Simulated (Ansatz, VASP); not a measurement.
Two plane-wave programs on Pt2Se3

Contents of INCAR:

```
  ALGO = Normal
  EDIFF = 1E-6
  EDIFFG = -0.01
  ENCUT = 600
  GGA = PE
  IBRION = 2
  ISIF = 3
  ISMEAR = 0
  LASPH = T
  LCHARG = F
  LREAL = F
  LWAVE = F
  NELM = 100
  NSW = 100
  PREC = Accurate
  SIGMA = 0.1
```

File KPOINTS:

```
k-points
0
Gamma
  12 12 4
```

POSCAR

```
Pt2Se3
1.0
    3.7659361195      0.0000000000      0.0000000000
   -1.8829680598      3.2613963485      0.0000000000
    0.0000000000      0.0000000000      8.7940340542
Pt Se
2 3
Direct
    0.3333333333      0.6666666667      0.1897176279
    0.6666666667      0.3333333333      0.8102823721
    0.0000000000      0.0000000000      0.0000000000
    0.3333333333      0.6666666667      0.6750671108
    0.6666666667      0.3333333333      0.3249328892
```

Input for Ansatz:

```yaml
crystal:
  lattice:
    - [3.7659361195, 0.0, 0.0]
    - [-1.8829680598, 3.2613963485, 0.0]
    - [0.0, 0.0, 8.7940340542]
  atoms:
    - { symbol: Pt, position: [0.3333333333, 0.6666666667, 0.1897176279] }
    - { symbol: Pt, position: [0.6666666667, 0.3333333333, 0.8102823721] }
    - { symbol: Se, position: [0.0, 0.0, 0.0] }
    - { symbol: Se, position: [0.3333333333, 0.6666666667, 0.6750671108] }
    - { symbol: Se, position: [0.6666666667, 0.3333333333, 0.3249328892] }
basis:
  ecutwfc: 420
kpoints:
  mp_grid: { grid: [12, 12, 4] }
hamiltonian:
  xc: pbe
scf:
  occupations: { method: gaussian, width: 0.1 }
output:
  forces: true
  stress: true
  eigenvalues: true
relax:
  adjacent_minimum: "off"
  f_tol: 0.01
  max_steps: 80
  cell: { stress_tol: 0.05 }
```

Alike in both runs: task relaxation of cell and atoms; functional PBE; k mesh 12 × 12 × 4; occupations gaussian, width 0.1 eV; no spin polarisation.

|  | VASP | Ansatz |
| --- | --- | --- |
| version | VASP 6.6.1 | Ansatz 0.2.0 |
| potentials or method | VASP PAW PBE potentials, release 64 (Pt, Se) | scalar-relativistic, plane waves, PAW |
| plane-wave cutoff (eV) | 600 | 420 |
| valence electrons in the cell | 38 | 84 |

Ansatz gave:

```
gap on the k mesh at the Fermi level, each at its own relaxed structure (eV) : none
relaxed volume (Å³/atom)                                                     : 21.68
relaxed cell length with the largest relative difference (Å)                 : 8.842
```

Q: What did VASP give for the same quantities?

A: gap on the k mesh at the Fermi level, each at its own relaxed structure (eV): none; relaxed volume (Å³/atom): 21.61; relaxed cell length with the largest relative difference (Å): 8.820.

A gap of «none» marks a metal or a gap that the smearing closes. The two sets of potentials don't hold the same shells in valence.

Caveats: this functional lacks dispersion, which binds the layers, so the pressure and a relaxed spacing across them are unreliable. Spin-orbit coupling is left out, which matters for the levels of Pt.
